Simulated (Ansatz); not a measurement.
# TiO2 (P2_1/c): how G0W0 depends on its starting point, part 2 of 2

How much of the starting functional survives in the G0W0 gap of TiO2 (P2_1/c)?

Ansatz 0.2.0; G0W0 on several functionals, plane waves, PAW. Known limits of the many-body steps: not at the basis limit; coarse k mesh.

So far. Step 3 (G0W0 on r2SCAN): Against the run with 2×2×2 mesh, 264 empty bands, screening to 100 eV, PAW set soft_1 files on LDA, the gap moves by −0.07 eV, while the start moved by +0.45 eV. Step 4 (G0W0 on HSE06): Against the run with 2×2×2 mesh, 264 empty bands, screening to 100 eV, PAW set soft_1 files on r2SCAN, the gap moves by +0.36 eV, while the start moved by +1.15 eV.

In doubt: masses and optical values from hybrid runs of this build are listed as unsure (steps 4, 5, 6), which bears on the screening that GW takes from such a start.

## (5) G0W0 on PBE0

This step: G0W0 on PBE0, plane waves, PAW; PAW set soft_1.

Input file input.yaml:

```yaml
crystal:
  lattice:
    - [4.8126997814, 0.0, 0.0]
    - [0.0, 4.87188446, 0.0]
    - [-0.8628854487, 0.0, 4.9665942755]
  atoms:
    - { symbol: Ti, position: [0.27743526, 0.44719164, 0.71314827] }
    - { symbol: Ti, position: [0.72256474, 0.94719164, 0.78685173] }
    - { symbol: Ti, position: [0.72256474, 0.55280836, 0.28685173] }
    - { symbol: Ti, position: [0.27743526, 0.05280836, 0.21314827] }
    - { symbol: O, position: [0.44536099, 0.74236826, 0.96677186] }
    - { symbol: O, position: [0.55463901, 0.24236826, 0.53322814] }
    - { symbol: O, position: [0.55463901, 0.25763174, 0.03322814] }
    - { symbol: O, position: [0.44536099, 0.75763174, 0.46677186] }
    - { symbol: O, position: [0.06383822, 0.32303448, 0.35155674] }
    - { symbol: O, position: [0.93616178, 0.82303448, 0.14844326] }
    - { symbol: O, position: [0.93616178, 0.67696552, 0.64844326] }
    - { symbol: O, position: [0.06383822, 0.17696552, 0.85155674] }
kpoints:
  mp_grid: { grid: [2, 2, 2] }
hamiltonian:
  xc: pbe0
  pseudopotentials: { kind: paw, azcp: { folder: soft_1 } }
scf:
  occupations: { method: fixed }
gw:
  n_empty_bands: 264
  ecut_chi: 100
  qp_bands: [v4, c4]
  qp_kpoints: band_edges
  screening: { model: contour_deformation }
```

On the command line:

```bash
> ansatz run input.yaml --threads 2 --pin off --max-ram 92160MiB --backend cuda --events-out ev --progress --plain --runs-dir out --devices 1 --max-vram 13GiB
```

Numbers of over 12 decimals in the logs are rounded to 6 here.

What it wrote:

```text
GPUs: using 1 of 1 available (devices: 1).
[...]
GPU FFT provider: cuFFT
GPU libraries: cuBLAS 13.8.2, cuFFT 12.4.0, cuSOLVER 12.3.4
Crystal: 12 atoms, lattice volume = 116.451 Å³
Basis set: ecut = 420 eV, 2283 PW (Γ)
Bands: 60, of which v1, the nominal top of the filled ones, is band 48 counted from 1 (47 counted from 0)
Symmetry: 4 space group operations
[...]
k-points: 8
[...]
0    51     14.1814   -12.7841    -6.8046   -20.0980  0.7638    14.6941    14.6907  root
     0    52     14.2451   -13.3113    -6.3888   -20.2364  0.7667    14.7849    14.7813  root
[...]
7    49     13.7067   -12.7590    -6.1036   -19.3582  0.7764    14.2051    14.2023  root
     7    50     13.7067   -12.7590    -6.1036   -19.3582  0.7764    14.2051    14.2023  root
     7    51     14.0941   -13.0854    -6.4100   -20.0344  0.7700    14.6365    14.6330  root
     7    52     14.0941   -13.0854    -6.4100   -20.0344  0.7700    14.6365    14.6330  root
[key lines of the parts left out:]
Free energy (F): -14552.776458 eV
Fermi energy:    8.848917 eV
```

Wall time 32 s (1 × NVIDIA H100 80GB HBM3 (shared by 6 runs) with 2 threads of AMD EPYC 7R13 (Zen 3), shared host); peak memory 1.5 GiB; 38 s of CPU time.

Numbers from this step:

- bands summed: 312
- RPA ε∞ on this mesh (eigenvalues): 4.728, 5.084, 5.086
- plane waves in the screening matrix: 261
- G0W0 gap on the mesh: 4.200 eV
- k of the valence top: 0, 0, 0
- k of the conduction bottom: -0.5, 0, 0
- starting gap on the mesh: 4.572 eV
- least direct G0W0 gap on the computed points: 4.298 eV

Against the run with 2×2×2 mesh, 264 empty bands, screening to 100 eV, PAW set soft_1 files on HSE06, the gap moves by +0.27 eV, while the start moved by +0.76 eV.

## (6) G0W0 on Hartree-Fock

This step: G0W0 on Hartree-Fock, plane waves, PAW; PAW set soft_1.

Changes to input.yaml since step 5:

```diff
@@ -21,3 +21,3 @@
 hamiltonian:
-  xc: pbe0
+  xc: hf
   pseudopotentials: { kind: paw, azcp: { folder: soft_1 } }
```

What it wrote:

```text
GPUs: using 1 of 1 available (devices: 1).
[...]
GPU FFT provider: cuFFT
GPU libraries: cuBLAS 13.8.2, cuFFT 12.4.0, cuSOLVER 12.3.4
Crystal: 12 atoms, lattice volume = 116.451 Å³
Basis set: ecut = 420 eV, 2283 PW (Γ)
Bands: 60, of which v1, the nominal top of the filled ones, is band 48 counted from 1 (47 counted from 0)
Symmetry: 4 space group operations
[...]
k-points: 8
[...]
0    51     19.5037   -11.6432    -4.2610   -11.6874  0.8755    15.3414    15.2869  root
     0    52     19.6889   -11.4212    -4.6082   -11.4513  0.8703    15.1801    15.1109  root
[...]
7    49     18.8581   -10.9025    -4.2565   -10.9457  0.8787    14.6972    14.6448  root
     7    50     18.8581   -10.9025    -4.2565   -10.9457  0.8787    14.6972    14.6448  root
     7    51     19.3779   -11.4454    -4.3545   -11.4885  0.8754    15.1237    15.0665  root
     7    52     19.3779   -11.4454    -4.3545   -11.4885  0.8754    15.1237    15.0665  root
[key lines of the parts left out:]
Free energy (F): -14392.506704 eV
Fermi energy:    5.773876 eV
```

Elapsed: 48 s, on 1 × NVIDIA H100 80GB HBM3 (shared by 6 runs) with 2 threads; peak memory 1.5 GiB.

This step gave:

```
bands summed                                 : 312
RPA ε∞ on this mesh (eigenvalues)            : 2.514, 2.581, 2.590
plane waves in the screening matrix          : 261
G0W0 gap on the mesh                         : 5.229 eV
k of the valence top                         : 0, 0, 0
k of the conduction bottom                   : -0.5, 0, 0
starting gap on the mesh                     : 12.77 eV
least direct G0W0 gap on the computed points : 5.325 eV
```

Against the run with 2×2×2 mesh, 264 empty bands, screening to 100 eV, PAW set soft_1 files on PBE0, the gap moves by +1.03 eV, while the start moved by +8.20 eV.

## (7) The starts together

All on the 2×2×2 mesh with 264 empty bands and screening to 100 eV. Times are wall times on 1 × NVIDIA H100 80GB HBM3 (shared by 6 runs) with 2 threads of AMD EPYC 7R13 (Zen 3), shared host, good to a factor of about two.

| start | starting gap (eV) | shift (eV) | G0W0 gap (eV) | RPA ε∞ (harmonic mean) | Z (valence, conduction) | time |
| --- | --- | --- | --- | --- | --- | --- |
| LDA | 2.21 | +1.43 | 3.64 | 7.86 | 0.73, 0.72 | 9.8 s |
| r2SCAN | 2.66 | +0.91 | 3.57 | 6.74 | 0.74, 0.73 | 11 s |
| HSE06 | 3.81 | +0.12 | 3.93 | 5.37 | 0.77, 0.77 | 30 s |
| PBE0 | 4.57 | −0.37 | 4.20 | 4.96 | 0.78, 0.78 | 32 s |
| Hartree-Fock | 12.77 | −7.55 | 5.23 | 2.56 | 0.87, 0.88 | 48 s |

How the two edges are built up, in eV (the quasiparticle level is the starting level plus Σx plus Σc less Vxc):

| run | edge | start | Σx | Σc | Vxc | Z | QP |
| --- | --- | --- | --- | --- | --- | --- | --- |
| LDA | valence top | 9.80 | -26.48 | 4.69 | -21.91 | 0.73 | 9.92 |
| LDA | conduction bottom | 12.01 | -13.23 | -6.88 | -21.66 | 0.72 | 13.56 |
| r2SCAN | valence top | 9.85 | -26.63 | 4.67 | -22.22 | 0.74 | 10.11 |
| r2SCAN | conduction bottom | 12.51 | -13.10 | -6.74 | -21.01 | 0.73 | 13.68 |
| HSE06 | valence top | 9.24 | -26.67 | 4.44 | -22.82 | 0.77 | 9.83 |
| HSE06 | conduction bottom | 13.05 | -12.60 | -6.26 | -19.58 | 0.77 | 13.77 |
| PBE0 | valence top | 8.85 | -26.68 | 4.32 | -23.23 | 0.78 | 9.71 |
| PBE0 | conduction bottom | 13.42 | -12.59 | -6.09 | -19.18 | 0.78 | 13.91 |

For a hybrid start, Vxc holds its share of exact exchange.

## (8) What came out

| Quantity | Value |
| --- | --- |
| G0W0@LDA | 3.64 eV (start 2.21 eV) |
| G0W0@r2SCAN | 3.57 eV (start 2.66 eV) |
| G0W0@HSE06 | 3.93 eV (start 3.81 eV) |
| G0W0@PBE0 | 4.20 eV (start 4.57 eV) |
| G0W0@Hartree-Fock | 5.23 eV (start 12.77 eV) |
| known limits | not at the basis limit; coarse k mesh |

In words: The starting gaps span 10.57 eV and the G0W0 gaps 1.66 eV. Between LDA and Hartree-Fock, 1.59 eV of the 10.57 eV survives, 15 %. The order is not kept throughout: r2SCAN starts 0.45 eV above LDA and ends 0.07 eV below it, so orbitals matter beside the gap. Hartree-Fock screens less than LDA (ε∞ 2.56 against 7.86). Of the 1.59 eV by which its G0W0 gap is higher, the correlation part gives +3.91 eV, and exchange with the one-particle terms, which follow the orbitals, −2.32 eV. On PBE0 and Hartree-Fock the correction is negative: that start lies above its own G0W0 value. The smallest correction, +0.12 eV, is on HSE06, the start nearest to reproducing itself. Bands and cutoff are finite, so the gap is not at the basis limit. The miss can reach some tenths of an eV and take either sign; the mesh is an error of its own. The 2×2×2 mesh is coarse for this cell (its supercell is 10 Å along the shortest edge). The RPA ε∞ on it, from the LDA start, is 7.19, 8.23 and 8.26; such meshes misread the long-range screening, most where the gap is narrow. The program warns that the mesh is coarse for exact exchange, which bears on the hybrid start's gap.

[Paths, hosts, dates, memory and timing lines, banners, echoed tables and standing remarks are left out of the program output.]

[Logs are printed without paths, hosts, clocks, repeated set-up lines and the standing remarks that a program may print on its own settings, such as how far it seeks lower states.]

[Runs of the session that timed out or met a known fault of the program may be left out.]

[Cells called generated may have been cut or substituted from an entry of the Crystallography Open Database or the Materials Project.]

[Hosts, paths, dates, database ids (printed as entryN), source tags and the programs' standing remarks are cut or masked in the printed files.]
